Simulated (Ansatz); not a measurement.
Runs of Ansatz 0.2.0 on Al2O3. Symmetry: P-6m2, No. 187, hexagonal system. Conventional cell: a = 2.884 Å, b = 2.884 Å, c = 9.337 Å, α = 90.00°, β = 90.00°, γ = 120.00°. Al (site symmetry 3m) has 3 O at 1.80 Å as nearest neighbours. Around O (site symmetry 3m) lie 3 Al at 1.80 Å. O (site symmetry -6m2) has 6 Al at 2.18 Å as nearest neighbours. Measurements of this composition are mostly on another form, of space group No. 167.

```csv
cell,target pressure (GPa),gap on the mesh (eV),pressure (GPa)
relaxed to 5 GPa,5,(b),5.0
relaxed to 2 GPa,2,5.58,2.0
relaxed to 20 GPa,20,5.79,20.0
relaxed,0,5.66,0.0
relaxed to 10 GPa,10,(a),10.0
```

Alike in all rows: task relaxation of cell and atoms; level r2SCAN; potentials or basis Ansatz PAW; no spin polarisation; k mesh 11 × 11 × 3; cutoff (eV) 500; smearing fermi-dirac 0.05 eV.

**Question.** Estimate the missing entries.

**Answer.** (a) 5.64; (b) 5.59.

Caveats: odd divisions of the mesh miss points on the zone boundary, where band edges often lie, so the gap on the mesh can be too wide; the plane-wave basis is chosen anew once the cell has moved, so the energies of steps on either side of that aren't comparable; the PAW data sets come from PBE, with cores solved anew for the run's functional, which leaves a small shift of forces and pressure.

A k mesh can miss the band edges.
